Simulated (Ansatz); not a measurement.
**BAs: pressure against volume**

One table from this session's results is given with a row withheld; the runs are named, their logs left out.

Computed with Ansatz 0.2.0 (DFT PBE, scalar-relativistic, unless a step's input says otherwise).

### The structure to begin with

Symmetry: F-43m, No. 216, cubic system. Conventional cell: a = 4.777 Å, b = 4.777 Å, c = 4.777 Å, α = 90.00°, β = 90.00°, γ = 90.00°. B (site symmetry -43m) is surrounded by 4 As at 2.07 Å. As (site symmetry -43m) is surrounded by 4 B at 2.07 Å.

Structure file:

```xyz
2
Lattice="0.0000 2.3885 2.3885 2.3885 0.0000 2.3885 2.3885 2.3885 0.0000" Properties=species:S:1:pos:R:3 pbc="T T T"
B     0.0000    0.0000    0.0000
As    3.5827    3.5827    3.5827
```

The cell is a deposited one (Crystallography Open Database entry 9008833); the temperature and pressure of the measurement aren't taken into account, and nothing was relaxed.

Atoms are numbered in the order of the input: B1, As2.

Set-up of the first run:

The input, input.yaml:

```yaml
crystal:
  lattice:
    - [0.0, 2.3562190158, 2.3562190158]
    - [2.3562190158, 0.0, 2.3562190158]
    - [2.3562190158, 2.3562190158, 0.0]
  atoms:
    - { symbol: B, position: [0.0, 0.0, 0.0] }
    - { symbol: As, position: [0.75, 0.75, 0.75] }
kpoints:
  mp_grid: { grid: [15, 15, 15] }
scf:
  occupations: { method: fermi_dirac, width: 0.03 }
hamiltonian:
  xc: pbe
  pseudopotentials: { kind: all_electron, lapw: { basis_error: 0.00025 } }
output:
  forces: true
  stress: true
  eigenvalues: true
```

Steps of the session up to this table: Volume × 0.96, LAPW; Volume × 0.96, PAW; Volume × 0.96, crystal datasets; Volume × 0.98, LAPW; Volume × 0.98, PAW; Volume × 1.02, LAPW; Volume × 1.02, PAW; Volume × 1.04, LAPW; Volume × 1.04, PAW; Volume × 1.04, crystal datasets.

One table of the session follows, with a row left open; its other results are not shown here.

| method | volume (Å³/atom) | pressure (GPa) | gap on the k mesh (eV) |
| --- | --- | --- | --- |
| LAPW | 13.081 | 9.05 | 1.14 |
| LAPW | 13.354 | 5.73 | 1.17 |
| LAPW | 13.626 | 2.73 | 1.19 |
| LAPW | 13.899 | 0.02 | 1.21 |
| LAPW | 14.171 | -2.43 | 1.23 |
| PAW | 13.081 | ? | ? |
| PAW | 13.354 | 5.77 | 1.16 |
| PAW | 13.626 | 2.77 | 1.18 |
| PAW | 13.899 | 0.06 | 1.20 |
| PAW | 14.171 | -2.40 | 1.22 |
| crystal datasets | 13.081 | 9.05 | 1.14 |
| crystal datasets | 13.626 | 2.73 | 1.19 |
| crystal datasets | 14.171 | -2.43 | 1.23 |

Q: Estimate the row for PAW, 13.081 from the others.

The run gave: pressure (GPa): 9.09; gap on the k mesh (eV): 1.14. In the column «pressure (GPa)» it is the highest.

Limits of these values: These are semilocal Kohn-Sham gaps, which aren't the measured quantity. Warnings in the runs' records: crystal datasets made.
